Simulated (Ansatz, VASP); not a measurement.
**Two plane-wave programs on PbSe (Clausthalite)**

```xyz
6
Lattice="4.3284 0.0000 0.0000 0.0000 4.3284 0.0000 0.0000 0.0000 22.1213" Properties=species:S:1:pos:R:3 pbc="T T T"
Pb    0.0000    0.0000    8.0000
Pb    2.1642    2.1642   11.0607
Pb    0.0000    0.0000   14.1213
Se    2.1642    2.1642    8.0000
Se    0.0000    0.0000   11.0607
Se    2.1642    2.1642   14.1213
```

Alike in both runs: task single point; functional PBE; k mesh 3 × 3 × 1; no spin polarisation.

```csv
,VASP,Ansatz
version,VASP 6.6.1,Ansatz 0.2.0
potentials or method,"VASP PAW PBE potentials, release 64 (Pb_d, Se)","plane waves, PAW"
plane-wave cutoff (eV),520,420
occupations,"methfessel-paxton of order 1, width 0.1 eV","cold, width 0.1 eV"
valence electrons in the cell,60,90
```

```tsv
	VASP	Ansatz	Ansatz less VASP
gap on the k mesh at the Fermi level (eV)	1.60	1.60	-0.001
rms of the force components (eV/Å)	0.083	0.083	+0.0001
```

The two sets of potentials don't hold the same shells in valence. Ansatz warned: «xc_potential_rough_in_thin_density».

Caveats: the k mesh is coarse (spacing up to 0.48 Å⁻¹), so the values aren't converged; spin-orbit coupling is left out, which as a rule narrows the gap of such compounds by several tenths of an eV.
